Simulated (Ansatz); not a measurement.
# Ga (I4/mmm) in Ansatz: reference runs

Aim: a first look at Ga with PBEsol, on the cell as given and on a disturbed one.

Program: Ansatz 0.2.0. These are calculated values, not measurements. Logs are shortened: lines on timing, memory, paths and dates and some standing lists are left out, and cuts for length are marked.

### 1 The structure

Symmetry: I4/mmm, No. 139, tetragonal system. The conventional cell has a = 2.769 Å, b = 2.769 Å, c = 4.622 Å, α = 90.00°, β = 90.00°, γ = 90.00°. Around Ga (site symmetry 4/mmm) lie 12 Ga at 2.77 to 3.03 Å.

This isn't the form of Ga at room conditions, which is orthorhombic.

### 2 Single point, PBEsol

input.yaml

```yaml
crystal:
  lattice:
    - [-1.3843987196, 1.3843987196, 2.3112238365]
    - [1.3843987196, -1.3843987196, 2.3112238365]
    - [1.3843987196, 1.3843987196, -2.3112238365]
  atoms:
    - { symbol: Ga, position: [0.0, 0.0, 0.0] }
kpoints:
  mp_grid: { grid: [13, 13, 13] }
scf:
  occupations: { method: fermi_dirac, width: 0.05 }
hamiltonian:
  xc: pbesol
  pseudopotentials: { kind: all_electron, lapw: { basis_error: 0.001 } }
output:
  forces: true
  stress: true
  eigenvalues: true
  populations: true
```

Potentials or basis: all-electron LAPW, scalar-relativistic.

Launch:

```bash
$ ansatz run input.yaml --threads 1 --pin off --max-ram 3072MiB --backend cpu --events-out ev --progress --plain --runs-dir out
```

Log:

```text
Warning: RAYON_NUM_THREADS=1 ignored (pool sized by the plan → 1); use --threads N
Ga: projections on atomic orbitals take those of the free atom 1s2 2s2 2p6 3s2 3p6 3d10 4s2 4p1, of charge +0.00 (hamiltonian.pseudopotentials.projection_atoms)
LAPW: plane waves up to 7.898 Å⁻¹, error target 1.0e-3 eV per atom; small_component_spin mean_spin; Ga in spheres of 1.384 Å, 21 of its electrons in bands, Dirac shells [] (how accurate: hamiltonian.pseudopotentials.lapw.basis_error, Limitations)
Engine: ansatz 0.2.0, aarch64-unknown-linux-gnu
Pseudopotentials: kind: all_electron
Pseudopotential: Ga, LAPW, valence charge 21, lapw/all_electron/scalar/gaussian/Ga, Koelling and Harmon's equation, gaussian nucleus
Functional definition: PBEsol
  exchange = pbesol_x
  correlation = pbesol_c
Crystal: 1 atoms, lattice volume = 17.718 Å³
Basis set: ecut = 237.6330134752718 eV, 145 PW (Γ), FFT grids on a1+a3, a2+a3, a3, exchange–correlation at level 2
Bands: 15, of which v1, the nominal top of the filled ones, is band 11 counted from 1 (10 counted from 0)
Symmetry: 16 space group operations
Space group: I4/mmm (ITA 139), of the structure as read, at distance tolerance 2.6e-5 Å
k-points: 196 of 2197
Non-local potential: Ga, projectors of the file, none
Initial density: superposition of atomic densities (chi_scale 0.1, normalization cell)
Initial wavefunctions: plane waves of lowest kinetic energy (no species holds an atomic orbital)
Functional: x = pbesol(κ = 0.804, μ = 0.12345679012345678), c = pbesol(β = 0.046)
iter 1 solved again at ethr=5.90e-5 eV; its pass at ethr=1.00e-1 eV (dr2=1.24e-2 eV) is discarded
SCF iter   1: F=—  HF=-52860.074820 eV  |F-HF|=—  |Δ(HF+E_count)|=         —  Δρ=1.07e-2  dr2=1.24e-2  ethr=5.90e-5  ⟨swp⟩=3.1  Hψ=20269  notcnv=0
preconditioner: auto → Kerker (q_TF=auto, 2.807 Å⁻¹)  [metal: Δε(μ)=0.058 eV  Ē_g=21.444 eV  σ=0.050 eV  W_gap=0.28  n_scr=10 (ndim 8)  ℏωp=31.8 eV  f_vac=0.000  D(μ)=0.33/eV (n_scr^D=0)]
SCF iter   2: F=—  HF=-52860.039458 eV  |F-HF|=—  |Δ(HF+E_count)|=   3.54e-2  Δρ=5.87e-3  dr2=4.36e-3  ethr=5.90e-5  ⟨swp⟩=2.0  Hψ=8769  notcnv=0
SCF iter   3: F=—  HF=-52860.032735 eV  |F-HF|=—  |Δ(HF+E_count)|=   6.72e-3  Δρ=4.41e-3  dr2=2.63e-3  ethr=2.07e-5  ⟨swp⟩=2.0  Hψ=8307  notcnv=0
SCF iter   4: F=—  HF=-52860.031629 eV  |F-HF|=—  |Δ(HF+E_count)|=   1.11e-3  Δρ=2.51e-3  dr2=9.41e-4  ethr=1.25e-5  ⟨swp⟩=2.0  Hψ=8308  notcnv=0
iter 5 solved again at ethr=3.53e-7 eV; its pass at ethr=4.48e-6 eV (dr2=7.42e-5 eV) is discarded
SCF iter   5: F=—  HF=-52860.031388 eV  |F-HF|=—  |Δ(HF+E_count)|=   2.41e-4  Δρ=6.54e-4  dr2=7.42e-5  ethr=3.53e-7  ⟨swp⟩=2.0  Hψ=14099  notcnv=0
SCF iter   6: F=—  HF=-52860.031379 eV  |F-HF|=—  |Δ(HF+E_count)|=   8.94e-6  Δρ=9.72e-5  dr2=2.06e-6  ethr=3.53e-7  ⟨swp⟩=2.0  Hψ=8307  notcnv=0
SCF iter   7: F=-52860.031379 eV  HF=-52860.031379 eV  |F-HF|=3.41e-9  |Δ(HF+E_count)|=   2.87e-7  Δρ=1.63e-5  dr2=5.41e-8  ethr=9.83e-9  ⟨swp⟩=2.0  Hψ=8307  notcnv=0
SCF 1 converged in 7 iterations: F = -52860.031379 eV  dr2 = 5.41e-8
SCF converged after 7 iterations
Free energy (F): -52860.031379 eV
Harris-Foulkes:  -52860.031379 eV  (|F-HF|=3.41e-9)
Internal energy: -52860.028529 eV  (E = F + TS)
E sigma→0 (E₀):  -52860.029954 eV
Entropy (-TS):   -0.002850 eV (-2.850 meV/atom)
Fermi energy:    12.563802 eV
--- Per-component energies (eV) ---
  E_band       = -749.562847
  E_kinetic    = 53893.918548
  E_xc         = -2018.997006
  E_electrostatic = -104734.950071  (all electrons and nuclei)
  E_smearing   = -0.002850  (= −TS)
  E_closure    = 0.000000  (closes the sum)
  E_atoms      = -52856.706127  (free atoms, spherical and without spin; not in F)
  Σ components = -52860.031379   (vs F -52860.031379, Δ=0.00e0)
  Basis errors (estimates in eV, not in F): energy 2.7e-4 per atom: plane waves 2.6e-4 (1.4e-4 summed), levels above the bands 4.7e-131, relativity 1.6e-9, radial functions 1.3e-5, core shells 2.7e-11; eigenvalues (radial functions only) 1.1e-4; not estimated: angular momenta, meshes, grids; target (lapw.basis_error) 1.0e-3; muffin-tin radii Ga 1.384 Å
--- Forces (eV/Å), atoms counted from 1 ---
  atom   1  Ga    -0.00000000     0.00000000     0.00000000
  max |Σ_I F_I| component: 8.63e-32 eV/Å
--- Stress (GPa, compression-positive) ---
       -0.223633      -0.000000      -0.000000
       -0.000000      -0.223633       0.000000
       -0.000000       0.000000      -0.396045
  P = ⅓ Tr σ = -0.2811 GPa (-2.811 kbar)
--- Band table (eV; the first three rows and the last of 196) ---
  k-point 0: bands = ["-130.7524", "-81.6673", "-81.6435", "-81.6435", "-2.4275", "-2.2671", "-2.2313", "-2.2313", "-2.0673", "1.0819", "25.3041", "25.6150", "25.6150", "28.7641", "29.2152"]
  k-point 1: bands = ["-130.7524", "-81.6674", "-81.6439", "-81.6438", "-2.4014", "-2.2565", "-2.2447", "-2.2244", "-2.0805", "1.3182", "23.9364", "24.2836", "24.8160", "26.9117", "29.5781"]
  k-point 2: bands = ["-130.7523", "-81.6675", "-81.6449", "-81.6447", "-2.3272", "-2.2819", "-2.2329", "-2.2043", "-2.1187", "2.0332", "21.6401", "22.4148", "23.2332", "24.8265", "29.9502"]
  k-point 195: bands = ["-130.7522", "-81.6705", "-81.6448", "-81.6444", "-2.5315", "-2.4362", "-2.0429", "-2.0290", "-2.0260", "8.2203", "8.8027", "18.1672", "19.9166", "23.3979", "25.3034"]
--- Löwdin populations: 1 site ---
  site symbol       q [e]
     0     Ga     30.9839
  spilling = 0.000518 (of n_electrons = 31.000000)
```

Run time: 11 s. Hardware: 1 thread of Arm Neoverse V2, shared host; peak memory 0.3 GiB.

What came out:

```yaml
Free_energy: -52860.0314 eV
Pressure: -0.3 GPa
Band_gap_on_the_k_mesh: none (metal or under the smearing width)
```

Levels at points of the mesh, in eV from the Fermi level:
| k point | band 7 | band 8 | band 9 | band 10 | band 11 | band 12 | band 13 | band 14 |
| --- | --- | --- | --- | --- | --- | --- | --- | --- |
| (0.00, 0.00, 0.00) | -14.80 | -14.80 | -14.63 | -11.48 | 12.74 | 13.05 | 13.05 | 16.20 |

### 3 Single point, PBEsol (cell strained at random at fixed volume)

input.yaml

```yaml
crystal:
  lattice:
    - [-1.345743, 1.367481, 2.279744]
    - [1.385322, -1.38141, 2.311795]
    - [1.384263, 1.41993, -2.288088]
  atoms:
    - { symbol: Ga, position: [0.000172, 0.011881, 0.011873] }
kpoints:
  mp_grid: { grid: [13, 13, 13] }
scf:
  occupations: { method: fermi_dirac, width: 0.05 }
hamiltonian:
  xc: pbesol
  pseudopotentials: { kind: all_electron, lapw: { basis_error: 0.001 } }
output:
  forces: true
  stress: true
  eigenvalues: true
  populations: true
```

Potentials or basis: all-electron LAPW, scalar-relativistic.

Launch:

```bash
$ ansatz run input.yaml --threads 1 --pin off --max-ram 3072MiB --backend cpu --events-out ev --progress --plain --runs-dir out
```

Log:

```text
Warning: RAYON_NUM_THREADS=1 ignored (pool sized by the plan → 1); use --threads N
Ga: projections on atomic orbitals take those of the free atom 1s2 2s2 2p6 3s2 3p6 3d10 4s2 4p1, of charge +0.00 (hamiltonian.pseudopotentials.projection_atoms)
LAPW: plane waves up to 7.893 Å⁻¹, error target 1.0e-3 eV per atom; small_component_spin mean_spin; Ga in spheres of 1.385 Å, 21 of its electrons in bands, Dirac shells [] (how accurate: hamiltonian.pseudopotentials.lapw.basis_error, Limitations)
[... 6 set-up lines as earlier in the session ...]
Crystal: 1 atoms, lattice volume = 17.718 Å³
Basis set: ecut = 237.3836819668434 eV, 149 PW (Γ), FFT grids on a1+a3, a2+a3, −a1, exchange–correlation at level 2
Bands: 15, of which v1, the nominal top of the filled ones, is band 11 counted from 1 (10 counted from 0)
Symmetry: 2 space group operations
Space group: P-1 (ITA 2), of the structure as read, at distance tolerance 2.6e-5 Å
k-points: 1099 of 2197
[... 4 set-up lines as earlier in the session ...]
iter 1 solved again at ethr=5.73e-5 eV; its pass at ethr=1.00e-1 eV (dr2=1.20e-2 eV) is discarded
SCF iter   1: F=—  HF=-52860.074192 eV  |F-HF|=—  |Δ(HF+E_count)|=         —  Δρ=1.06e-2  dr2=1.21e-2  ethr=5.73e-5  ⟨swp⟩=3.1  Hψ=113767  notcnv=0
preconditioner: auto → Kerker (q_TF=auto, 2.807 Å⁻¹)  [metal: Δε(μ)=0.009 eV  Ē_g=21.438 eV  σ=0.050 eV  W_gap=0.04  n_scr=10 (ndim 8)  ℏωp=31.8 eV  f_vac=0.000  D(μ)=0.39/eV (n_scr^D=0)]
SCF iter   2: F=—  HF=-52860.039160 eV  |F-HF|=—  |Δ(HF+E_count)|=   3.50e-2  Δρ=5.76e-3  dr2=4.18e-3  ethr=5.73e-5  ⟨swp⟩=2.0  Hψ=49151  notcnv=0
SCF iter   3: F=—  HF=-52860.032504 eV  |F-HF|=—  |Δ(HF+E_count)|=   6.66e-3  Δρ=4.34e-3  dr2=2.54e-3  ethr=1.99e-5  ⟨swp⟩=2.0  Hψ=46656  notcnv=0
SCF iter   4: F=—  HF=-52860.031420 eV  |F-HF|=—  |Δ(HF+E_count)|=   1.08e-3  Δρ=2.47e-3  dr2=9.11e-4  ethr=1.21e-5  ⟨swp⟩=2.0  Hψ=46661  notcnv=0
iter 5 solved again at ethr=3.42e-7 eV; its pass at ethr=4.34e-6 eV (dr2=7.18e-5 eV) is discarded
SCF iter   5: F=—  HF=-52860.031185 eV  |F-HF|=—  |Δ(HF+E_count)|=   2.35e-4  Δρ=6.44e-4  dr2=7.18e-5  ethr=3.42e-7  ⟨swp⟩=2.0  Hψ=79163  notcnv=0
SCF iter   6: F=—  HF=-52860.031177 eV  |F-HF|=—  |Δ(HF+E_count)|=   8.52e-6  Δρ=9.52e-5  dr2=1.97e-6  ethr=3.42e-7  ⟨swp⟩=2.0  Hψ=46662  notcnv=0
SCF iter   7: F=-52860.031177 eV  HF=-52860.031177 eV  |F-HF|=3.49e-9  |Δ(HF+E_count)|=   2.72e-7  Δρ=1.59e-5  dr2=5.23e-8  ethr=9.39e-9  ⟨swp⟩=2.0  Hψ=46662  notcnv=0
SCF 1 converged in 7 iterations: F = -52860.031177 eV  dr2 = 5.23e-8
SCF converged after 7 iterations
Free energy (F): -52860.031177 eV
Harris-Foulkes:  -52860.031177 eV  (|F-HF|=3.49e-9)
Internal energy: -52860.027944 eV  (E = F + TS)
E sigma→0 (E₀):  -52860.029560 eV
Entropy (-TS):   -0.003232 eV (-3.232 meV/atom)
Fermi energy:    12.557347 eV
--- Per-component energies (eV) ---
  E_band       = -749.444355
  E_kinetic    = 53893.978390
  E_xc         = -2018.998215
  E_electrostatic = -104735.008120  (all electrons and nuclei)
  E_smearing   = -0.003232  (= −TS)
  E_closure    = 0.000000  (closes the sum)
  E_atoms      = -52856.706127  (free atoms, spherical and without spin; not in F)
  Σ components = -52860.031177   (vs F -52860.031177, Δ=0.00e0)
  Basis errors (estimates in eV, not in F): energy 2.7e-4 per atom: plane waves 2.5e-4 (1.3e-4 summed), levels above the bands 4.5e-131, relativity 1.0e-8, radial functions 1.2e-5, core shells 2.3e-11; eigenvalues (radial functions only) 1.1e-4; not estimated: angular momenta, meshes, grids; target (lapw.basis_error) 1.0e-3; muffin-tin radii Ga 1.385 Å
--- Forces (eV/Å), atoms counted from 1 ---
  atom   1  Ga     0.00000000     0.00000000     0.00000000
  max |Σ_I F_I| component: 0.00e0 eV/Å
--- Stress (GPa, compression-positive) ---
        0.104889       0.154840      -0.008489
        0.154840      -0.027891      -0.135677
       -0.008489      -0.135677      -0.402841
  P = ⅓ Tr σ = -0.1086 GPa (-1.086 kbar)
--- Band table (eV; the first three rows and the last of 1099) ---
  k-point 0: bands = ["-130.7462", "-81.6600", "-81.6389", "-81.6371", "-2.4129", "-2.2574", "-2.2392", "-2.2178", "-2.0670", "1.0833", "25.2586", "25.5200", "25.7949", "28.7042", "29.2126"]
  k-point 1: bands = ["-130.7462", "-81.6601", "-81.6392", "-81.6375", "-2.3872", "-2.2583", "-2.2413", "-2.2114", "-2.0797", "1.3116", "23.8608", "24.4482", "24.9023", "26.9771", "29.8079"]
  k-point 2: bands = ["-130.7461", "-81.6602", "-81.6399", "-81.6385", "-2.3146", "-2.2899", "-2.2255", "-2.1920", "-2.1144", "2.0025", "21.6862", "22.6152", "23.3338", "24.9813", "29.1736"]
  k-point 1098: bands = ["-130.7458", "-81.6613", "-81.6437", "-81.6386", "-2.3531", "-2.2945", "-2.2290", "-2.1273", "-2.0366", "5.7523", "11.9300", "20.2289", "21.9594", "25.0136", "25.5799"]
--- Löwdin populations: 1 site ---
  site symbol       q [e]
     0     Ga     30.9837
  spilling = 0.000527 (of n_electrons = 31.000000)
```

Wall time 56 s (1 thread of Arm Neoverse V2, shared host); peak memory 0.84 GiB.

What came out:

```yaml
Free_energy: -52860.0312 eV
Pressure: -0.1 GPa
Band_gap_on_the_k_mesh: none (metal or under the smearing width)
```

Stress tensor (GPa, compression positive):
```
 0.10  0.15 -0.01
 0.15 -0.03 -0.14
-0.01 -0.14 -0.40
```
